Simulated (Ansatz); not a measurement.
Runs of Ansatz 0.2.0 on Ti. The structure is hexagonal, space group P6_3/mmc (No. 194). The conventional cell has a = 2.950 Å, b = 2.950 Å, c = 4.680 Å, α = 90.00°, β = 90.00°, γ = 120.00°. Ti (site symmetry -6m2) is surrounded by 12 Ti at 2.89 to 2.95 Å. 

```tsv
level	gap on the mesh (eV)	pressure (GPa)	relaxed volume (Å³/atom)
PBEsol+D4	none	0.0	(a)
PBEsol+D3(BJ)-ATM	none	0.0	16.05
PBEsol+D3(BJ)	none	0.0	15.88
PBEsol	none	0.0	16.73
```

Alike in all rows: task relaxation of cell and atoms; potentials or basis Ansatz PAW; no spin polarisation; cell relaxed; k mesh 10 × 10 × 6; cutoff (eV) 420; smearing fermi-dirac 0.05 eV.

Task: Fill in the values left out.

Result: (a) 16.57.

Caveats: the plane-wave basis is chosen anew once the cell has moved, so the energies of steps on either side of that aren't comparable; the PAW data sets come from PBE, with cores solved anew for the run's functional, which leaves a small shift of forces and pressure; pairwise dispersion overbinds metals, which lowers pressure and volume (some runs).

A gap of «none» marks a metal or a gap under the smearing width.
